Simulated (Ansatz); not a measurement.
# InSb: the cost of one run

Program: Ansatz 0.2.0. Level of theory: DFT PBE, scalar-relativistic, plane waves, PAW. These are calculated values, not measurements.

### 1 Starting point

It takes space group F-43m (No. 216, cubic). The conventional cell has a = 6.478 Å, b = 6.478 Å, c = 6.478 Å, α = 90.00°, β = 90.00°, γ = 90.00°. Around In (site symmetry -43m) lie 4 Sb at 2.81 Å. Sb (site symmetry -43m) has 4 In at 2.81 Å in its first shell of neighbours.

As a file:

```cif
data_structure
_symmetry_space_group_name_H-M 'P 1'
_symmetry_Int_Tables_number 1
_cell_length_a 13.7423
_cell_length_b 13.7423
_cell_length_c 13.7423
_cell_angle_alpha 60.000
_cell_angle_beta 60.000
_cell_angle_gamma 60.000
_cell_volume 1835.13
loop_
_atom_site_label
_atom_site_type_symbol
_atom_site_fract_x
_atom_site_fract_y
_atom_site_fract_z
_atom_site_occupancy
In1 In 0.00000 0.00000 0.00000 1
In2 In 0.00000 0.00000 0.33333 1
In3 In 0.00000 0.00000 0.66667 1
In4 In 0.00000 0.33333 0.00000 1
In5 In 0.00000 0.33333 0.33333 1
In6 In 0.00000 0.33333 0.66667 1
In7 In 0.00000 0.66667 0.00000 1
In8 In 0.00000 0.66667 0.33333 1
In9 In 0.00000 0.66667 0.66667 1
In10 In 0.33333 0.00000 0.00000 1
In11 In 0.33333 0.00000 0.33333 1
In12 In 0.33333 0.00000 0.66667 1
In13 In 0.33333 0.33333 0.00000 1
In14 In 0.33333 0.33333 0.33333 1
In15 In 0.33333 0.33333 0.66667 1
In16 In 0.33333 0.66667 0.00000 1
In17 In 0.33333 0.66667 0.33333 1
In18 In 0.33333 0.66667 0.66667 1
In19 In 0.66667 0.00000 0.00000 1
In20 In 0.66667 0.00000 0.33333 1
In21 In 0.66667 0.00000 0.66667 1
In22 In 0.66667 0.33333 0.00000 1
In23 In 0.66667 0.33333 0.33333 1
In24 In 0.66667 0.33333 0.66667 1
In25 In 0.66667 0.66667 0.00000 1
In26 In 0.66667 0.66667 0.33333 1
In27 In 0.66667 0.66667 0.66667 1
Sb1 Sb 0.08333 0.08333 0.08333 1
Sb2 Sb 0.08333 0.08333 0.41667 1
Sb3 Sb 0.08333 0.08333 0.75000 1
Sb4 Sb 0.08333 0.41667 0.08333 1
Sb5 Sb 0.08333 0.41667 0.41667 1
Sb6 Sb 0.08333 0.41667 0.75000 1
Sb7 Sb 0.08333 0.75000 0.08333 1
Sb8 Sb 0.08333 0.75000 0.41667 1
Sb9 Sb 0.08333 0.75000 0.75000 1
Sb10 Sb 0.41667 0.08333 0.08333 1
Sb11 Sb 0.41667 0.08333 0.41667 1
Sb12 Sb 0.41667 0.08333 0.75000 1
Sb13 Sb 0.41667 0.41667 0.08333 1
Sb14 Sb 0.41667 0.41667 0.41667 1
Sb15 Sb 0.41667 0.41667 0.75000 1
Sb16 Sb 0.41667 0.75000 0.08333 1
Sb17 Sb 0.41667 0.75000 0.41667 1
Sb18 Sb 0.41667 0.75000 0.75000 1
Sb19 Sb 0.75000 0.08333 0.08333 1
Sb20 Sb 0.75000 0.08333 0.41667 1
Sb21 Sb 0.75000 0.08333 0.75000 1
Sb22 Sb 0.75000 0.41667 0.08333 1
Sb23 Sb 0.75000 0.41667 0.41667 1
Sb24 Sb 0.75000 0.41667 0.75000 1
Sb25 Sb 0.75000 0.75000 0.08333 1
Sb26 Sb 0.75000 0.75000 0.41667 1
Sb27 Sb 0.75000 0.75000 0.75000 1
```

The runs take a perfect supercell of 54 atoms; the defect goes to fractional position (0.083, 0.083, 0.083).

### 2 The perfect supercell

input.yaml

```yaml
crystal:
  lattice:
    - [0.0, 9.7173, 9.7173]
    - [9.7173, 0.0, 9.7173]
    - [9.7173, 9.7173, 0.0]
  atoms:
    - { symbol: In, position: [0.0, 0.0, 0.0] }
    - { symbol: In, position: [0.0, 0.0, 0.333333] }
    - { symbol: In, position: [0.0, 0.0, 0.666667] }
    - { symbol: In, position: [0.0, 0.333333, 0.0] }
    - { symbol: In, position: [0.0, 0.333333, 0.333333] }
    - { symbol: In, position: [0.0, 0.333333, 0.666667] }
    - { symbol: In, position: [0.0, 0.666667, 0.0] }
    - { symbol: In, position: [0.0, 0.666667, 0.333333] }
    - { symbol: In, position: [0.0, 0.666667, 0.666667] }
    - { symbol: In, position: [0.333333, 0.0, 0.0] }
    - { symbol: In, position: [0.333333, 0.0, 0.333333] }
    - { symbol: In, position: [0.333333, 0.0, 0.666667] }
    - { symbol: In, position: [0.333333, 0.333333, 0.0] }
    - { symbol: In, position: [0.333333, 0.333333, 0.333333] }
    - { symbol: In, position: [0.333333, 0.333333, 0.666667] }
    - { symbol: In, position: [0.333333, 0.666667, 0.0] }
    - { symbol: In, position: [0.333333, 0.666667, 0.333333] }
    - { symbol: In, position: [0.333333, 0.666667, 0.666667] }
    - { symbol: In, position: [0.666667, 0.0, 0.0] }
    - { symbol: In, position: [0.666667, 0.0, 0.333333] }
    - { symbol: In, position: [0.666667, 0.0, 0.666667] }
    - { symbol: In, position: [0.666667, 0.333333, 0.0] }
    - { symbol: In, position: [0.666667, 0.333333, 0.333333] }
    - { symbol: In, position: [0.666667, 0.333333, 0.666667] }
    - { symbol: In, position: [0.666667, 0.666667, 0.0] }
    - { symbol: In, position: [0.666667, 0.666667, 0.333333] }
    - { symbol: In, position: [0.666667, 0.666667, 0.666667] }
    - { symbol: Sb, position: [0.083333, 0.083333, 0.083333] }
    - { symbol: Sb, position: [0.083333, 0.083333, 0.416667] }
    - { symbol: Sb, position: [0.083333, 0.083333, 0.75] }
    - { symbol: Sb, position: [0.083333, 0.416667, 0.083333] }
    - { symbol: Sb, position: [0.083333, 0.416667, 0.416667] }
    - { symbol: Sb, position: [0.083333, 0.416667, 0.75] }
    - { symbol: Sb, position: [0.083333, 0.75, 0.083333] }
    - { symbol: Sb, position: [0.083333, 0.75, 0.416667] }
    - { symbol: Sb, position: [0.083333, 0.75, 0.75] }
    - { symbol: Sb, position: [0.416667, 0.083333, 0.083333] }
    - { symbol: Sb, position: [0.416667, 0.083333, 0.416667] }
    - { symbol: Sb, position: [0.416667, 0.083333, 0.75] }
    - { symbol: Sb, position: [0.416667, 0.416667, 0.083333] }
    - { symbol: Sb, position: [0.416667, 0.416667, 0.416667] }
    - { symbol: Sb, position: [0.416667, 0.416667, 0.75] }
    - { symbol: Sb, position: [0.416667, 0.75, 0.083333] }
    - { symbol: Sb, position: [0.416667, 0.75, 0.416667] }
    - { symbol: Sb, position: [0.416667, 0.75, 0.75] }
    - { symbol: Sb, position: [0.75, 0.083333, 0.083333] }
    - { symbol: Sb, position: [0.75, 0.083333, 0.416667] }
    - { symbol: Sb, position: [0.75, 0.083333, 0.75] }
    - { symbol: Sb, position: [0.75, 0.416667, 0.083333] }
    - { symbol: Sb, position: [0.75, 0.416667, 0.416667] }
    - { symbol: Sb, position: [0.75, 0.416667, 0.75] }
    - { symbol: Sb, position: [0.75, 0.75, 0.083333] }
    - { symbol: Sb, position: [0.75, 0.75, 0.416667] }
    - { symbol: Sb, position: [0.75, 0.75, 0.75] }
basis:
  ecutwfc: 420
  fft_grid_basis: typed
kpoints:
  mp_grid: { grid: [1, 1, 1] }
hamiltonian:
  xc: pbe
  pseudopotentials: { kind: paw }
scf:
  occupations: { method: gaussian, width: 0.05 }
output:
  forces: true
  stress: false
  eigenvalues: true
  bader: false
  write_density: true
  volumetric_format: npy
```

Run with:

```console
$ ansatz run input.yaml --threads 8 --pin off --max-ram 16384MiB --backend cpu --events-out ev --progress --plain --runs-dir out
```

**Question.** How long does this run take on 8 threads of Intel Xeon 6975P-C (Granite Rapids), shared host, and how much memory does it need?

About 5.4 s, with a peak of 2.6 GiB.
